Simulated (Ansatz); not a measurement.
# NbN: the cost of one run

Method: DFT PBEsol, scalar-relativistic, plane waves, PAW, in Ansatz 0.2.0.

4 further runs of the same task are left out: 2 that didn't finish, 2 set aside as unsound or not needed.

### 1 The system as given

It takes space group Fm-3m (No. 225, cubic). The conventional cell has a = 4.389 Å, b = 4.389 Å, c = 4.389 Å, α = 90.00°, β = 90.00°, γ = 90.00°. Nb (site symmetry m-3m) has 6 N at 2.19 Å as nearest neighbours. Around N (site symmetry m-3m) lie 6 Nb at 2.19 Å.

Structure file:

```cif
data_structure
_symmetry_space_group_name_H-M 'Fm-3m'
_symmetry_Int_Tables_number 225
_cell_length_a 4.3890
_cell_length_b 4.3890
_cell_length_c 4.3890
_cell_angle_alpha 90.000
_cell_angle_beta 90.000
_cell_angle_gamma 90.000
_cell_volume 84.55
loop_
_atom_site_label
_atom_site_type_symbol
_atom_site_symmetry_multiplicity
_atom_site_Wyckoff_symbol
_atom_site_fract_x
_atom_site_fract_y
_atom_site_fract_z
_atom_site_occupancy
Nb1 Nb 4 a 0.00000 0.00000 0.00000 1
N1 N 4 b 0.00000 0.50000 0.00000 1
```

The cell was made up by rule, so the compound may not exist in this form.

(A quick probe on a coarse mesh, which set the mesh and smearing, is not shown.)

### 3 Relaxing cell and atoms

Input file input.yaml:

```yaml
crystal:
  lattice:
    - [3.103492, 0.0, 0.0]
    - [-1.551746, 2.687703, 0.0]
    - [0.0, 0.0, 7.601971]
  atoms:
    - { symbol: Nb, position: [0.0, 0.0, 0.0] }
    - { symbol: "N", position: [0.66666667, 0.33333333, 0.16666667] }
    - { symbol: Nb, position: [0.33333333, 0.66666667, 0.33333333] }
    - { symbol: "N", position: [0.0, 0.0, 0.5] }
    - { symbol: Nb, position: [0.66666667, 0.33333333, 0.66666667] }
    - { symbol: "N", position: [0.33333333, 0.66666667, 0.83333333] }
basis:
  ecutwfc: 420
kpoints:
  mp_grid: { grid: [12, 12, 6] }
hamiltonian:
  xc: pbesol
scf:
  occupations: { method: gaussian, width: 0.1 }
output:
  forces: true
  stress: true
  eigenvalues: true
  write_density: true
  write_potential: true
  elf: true
  volumetric_format: npy
relax:
  adjacent_minimum: "off"
  f_tol: 0.005
  max_steps: 80
  cell: { stress_tol: 0.05 }
```

The run is started by

```sh
$ ansatz run input.yaml --threads 1 --pin off --max-ram 2560MiB --backend cpu --events-out ev --progress --plain --runs-dir out
```

Q: Estimate wall time and peak memory on 1 thread of Arm Neoverse V1, shared host.

About 52 s, with a peak of 0.45 GiB.
